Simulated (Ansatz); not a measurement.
## A computed series for BaTe: pressure series

Take BaTe in the rock salt structure (space group Fm-3m, No. 225; a = 6.941 Å) as the base.

Cell and atoms are relaxed at each pressure.

Computed with PBEsol/PAW in Ansatz (a quantum-chemistry and plane-wave program), without spin-orbit coupling.

```
P (GPa)  V (Å³/atom)
-------  -----------
-1.99         44.963
-1.00         43.231
0.32          41.406
0.70          40.947
1.49          40.072
3.00          38.648
5.00          37.094
7.49          35.517
10.01         34.207
```

Task: Fit a third-order Birch–Murnaghan equation of state.

Result: Least squares on P(V) = (3B₀/2)[(V₀/V)^(7/3) − (V₀/V)^(5/3)]·[1 + (3/4)(B₀′ − 4)((V₀/V)^(2/3) − 1)] gives V₀ = 41.81 Å³/atom, B₀ = 32 GPa and B₀′ = 4.4.

Between the base and pressure 3 GPa the gap moves from 1.46 eV to 1.27 eV, a mean slope of -63 meV/GPa.

With Te present, leaving out spin-orbit coupling can change the band edges. Load acts through the strain it causes; cell and atoms are relaxed under it. Stability against distortions was not tested. No other phases were tried under pressure.
